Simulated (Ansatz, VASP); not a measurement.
**HfO2 in VASP and in Ansatz**

```xyz
12
Lattice="5.2195 0.0000 0.0000 0.0000 5.0048 0.0000 0.0000 0.0000 5.0327" Properties=species:S:1:pos:R:3 pbc="T T T"
Hf    5.0472    3.6661    3.7314
Hf    2.7820    3.6661    1.2151
Hf    2.4375    1.3387    3.7314
Hf    0.1723    1.3387    1.2151
O     3.2994    4.6477    4.4251
O     4.5298    4.6477    1.9087
O     1.2211    2.7020    2.4776
O     1.3886    2.7020    4.9939
O     3.9984    2.3028    4.9939
O     3.8308    2.3028    2.4776
O     0.6896    0.3571    4.4251
O     1.9201    0.3571    1.9087
```

Measurements of this composition are mostly on another form, of space group No. 14.

Alike in both runs: functional PBEsol; k mesh 5 × 6 × 5; occupations fermi-dirac, width 0.05 eV; no spin polarisation.

|  | VASP | Ansatz |
| --- | --- | --- |
| version | VASP 6.6.1 | Ansatz 0.2.0 |
| potentials or method | VASP PAW PBE potentials, release 64 (Hf_pv, O) | Ansatz PAW |
| plane-wave cutoff (eV) | 520 | 420 |
| valence electrons in the cell | 88 | 152 |
| task | single point | band structure |

```tsv
	VASP	Ansatz	Ansatz less VASP
gap on the k mesh at the Fermi level (eV)	4.34	4.38	+0.040
least direct gap on the mesh (eV)	4.55	4.59	+0.031
pressure (GPa)	-1.5	1.7	+3.18
largest component of the traceless stress (GPa)	0.15	0.16	+0.008
rms of the force components (eV/Å)	0.038	0.047	+0.0086
```

Atom by atom the forces differ by 0.028 eV/Å (rms over components). The two sets of potentials don't hold the same shells in valence.

Caveats: spin-orbit coupling is left out, which moves the levels of the heavy elements; the PAW data sets were made with another functional, which shifts forces and pressure a little (VASP); an odd mesh through Γ misses points on the zone boundary, where band edges often lie (VASP); the pressure holds a Pulay correction of +0.9 GPa for the finite cutoff (Ansatz); the PAW data sets come from PBE, with cores solved anew for the run's functional, which leaves a small shift of forces and pressure (Ansatz). PBEsol gaps usually lie below the measured ones, often by a third to a half.
